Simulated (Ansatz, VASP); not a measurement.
Pd: VASP beside Ansatz

Contents of INCAR:

```
ALGO = Normal ; EDIFF = 1E-7
ENCUT = 520 ; GGA = PE
ISIF = 2 ; ISMEAR = -1
LASPH = True ; LCHARG = False
LREAL = False ; LWAVE = False
NBANDS = 11 ; NELM = 80
PREC = Accurate ; SIGMA = 0.05
```

KPOINTS

```
k-points
0
Gamma
  12 12 12
```

POSCAR

```
Pd
1.0
    0.0000000000      1.9201927211      1.9201927211
    1.9201927211      0.0000000000      1.9201927211
    1.9201927211      1.9201927211      0.0000000000
Pd
1
Direct
    0.0000000000      0.0000000000      0.0000000000
```

Contents of input.yaml:

```yaml
crystal:
  lattice:
    - [0.0, 1.9201927211, 1.9201927211]
    - [1.9201927211, 0.0, 1.9201927211]
    - [1.9201927211, 1.9201927211, 0.0]
  atoms:
    - { symbol: Pd, position: [0.0, 0.0, 0.0] }
hamiltonian:
  xc: pbe
  pseudopotentials: { kind: paw }
kpoints:
  mp_grid: { grid: [12, 12, 12] }
scf:
  occupations: { method: fermi_dirac, width: 0.05 }
output:
  forces: true
  stress: true
  eigenvalues: true
  write_density: true
  write_potential: true
  elf: true
  volumetric_format: npy
```

Change from the starting cell: volume scaled by 0.96.

Alike in both runs: task single point; functional PBE; k mesh 12 × 12 × 12; occupations fermi-dirac, width 0.05 eV; no spin polarisation.

|  | VASP | Ansatz |
| --- | --- | --- |
| version | VASP 6.6.1 | Ansatz 0.2.0 |
| potentials or method | VASP PAW PBE potentials, release 64 (Pd) | Ansatz PAW |
| plane-wave cutoff (eV) | 520 | 420 |
| valence electrons in the cell | 10 | 18 |

|  | VASP | Ansatz | Ansatz less VASP |
| --- | --- | --- | --- |
| gap on the k mesh at the Fermi level (eV) | none | none | - |
| pressure (GPa) | 15.8 | 16.2 | +0.42 |

A gap of «none» marks a metal or a gap that the smearing closes. The functional is the same, so the differences come from potentials, cutoffs and numerics. The two sets of potentials don't hold the same shells in valence.
